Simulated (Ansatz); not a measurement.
**BaTe: the gap from level to level**

A database entry relaxed whole under r2SCAN at zero pressure (Fm-3m, No. 225):

```yaml
crystal:
  lattice:
    - [0.00000, 3.53160, 3.53160]
    - [3.53160, 0.00000, 3.53160]
    - [3.53160, 3.53160, 0.00000]
  atoms:
    - { symbol: Ba, position: [0.00000, 0.00000, 0.00000] }
    - { symbol: Te, position: [0.50000, 0.50000, 0.50000] }
```

Its volume is 44.05 Å³ an atom, +11.1 % against the entry's 39.65, which is old or was flagged in a check.

Single points on this cell with plane-wave PAW DFT (Ansatz 0.2.0; r2SCAN 500 eV, hybrids 420 eV; fermi-dirac occupations of width 0.020 eV; no moments): r2SCAN on a 8×8×8 Γ-centred mesh; r2SCAN with spin-orbit coupling on a 8×8×8 Γ-centred mesh; HSE06 on a 6×6×6 Γ-centred mesh; PBE0 on a 6×6×6 Γ-centred mesh.

What does each level give for gap and charges?

The runs give:

| level | gap (eV), or kind | pressure (GPa) | Bader charge of Ba (e) | Bader charge of Te (e) |
| --- | --- | --- | --- | --- |
| r2SCAN | 2.00 | 0.0 | +1.43 | -1.43 |
| r2SCAN with spin-orbit coupling | 1.74 | 0.0 | +1.43 | -1.43 |
| HSE06 | 2.35 | -0.2 | +1.43 | -1.43 |
| PBE0 | 2.99 | -0.3 | +1.43 | -1.43 |

Under r2SCAN the gap is 2.00 eV, over mesh and band path. HSE06 moves it by +0.34 eV and PBE0 by +0.99 eV; PBE0 keeps its exact exchange at long range, which widens the gap over HSE06's by 0.64 eV on their common mesh. Spin-orbit coupling moves the r2SCAN gap by -0.26 eV, which the hybrid values lack.

Caveats: the relaxation kept the start's symmetry; HSE06 is read on its mesh and at the zone's corners, PBE0 on its mesh alone; the relaxed cell lies far from the entry, by an error of the functional or of the entry; hybrid pressures are good to a few tenths of a GPa; pressure is positive in compression.
